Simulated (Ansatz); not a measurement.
## LiF: experiment and calculation

**The experiment to reproduce.**

From a printed reference work (data compilation), for a bulk crystal of LiF at 298.15 K: lattice constant a 4.0262 ± 0.0001 Å.

From a printed reference work (monograph), for a bulk crystal of LiF: band gap 13.6 eV.

The calculation below tries to reproduce these values; the comparison stands at the end.

All numbers below come from DFT PBE, scalar-relativistic, plane waves, PAW in Ansatz.

Settings: cutoff 420 eV, Γ-centred mesh 10×10×10 on the computed 2-atom cell, Gaussian smearing of 0.02 eV; no spin polarisation.

Relaxed structure:

```cif
data_structure
_symmetry_space_group_name_H-M 'P 1'
_symmetry_Int_Tables_number 1
_cell_length_a 2.8765
_cell_length_b 2.8765
_cell_length_c 2.8765
_cell_angle_alpha 60.000
_cell_angle_beta 60.000
_cell_angle_gamma 60.000
_cell_volume 16.83
loop_
_atom_site_label
_atom_site_type_symbol
_atom_site_fract_x
_atom_site_fract_y
_atom_site_fract_z
_atom_site_occupancy
Li1 Li 0.00000 0.00000 0.00000 1
F1 F 0.50000 0.50000 0.50000 1
```

| Property | Result |
| --- | --- |
| Space group | Fm-3m (No. 225) |
| Volume per atom | 8.42 Å³ |
| Formation energy from the elements' standard states (uncorrected) | -2.945 eV/atom |
| Kohn–Sham band gap | 8.83 eV |
| Orbital (Löwdin) character of the top 1 eV of the valence band | F 2p 99 % |
| Orbital (Löwdin) character of the lowest 1 eV of the conduction band | Li 2s 63 %, F 2s 24 %, unprojected 8 % |
| Bader charge by site (e) | Li (1 in the cell) 0.90, F (1 in the cell) -0.90 |

A measured lattice constant a of LiF is 4.0262 Å (298.15 K; a printed reference work (data compilation)); the calculated 4.068 Å exceeds it by 1.0 %. The calculation is for 0 K without zero-point motion. Measured band gap of LiF: 13.6 eV (a printed reference work (monograph)). This calculation gives 8.83 eV (-4.77 eV). Kohn–Sham gaps of semilocal functionals fall short of measured ones as a rule.

The cell was reached from a generator's guess, though it ends in a space group that the Crystallography Open Database lists for this formula. Löwdin shares on free-atom orbitals overweight diffuse shells in the empty bands.
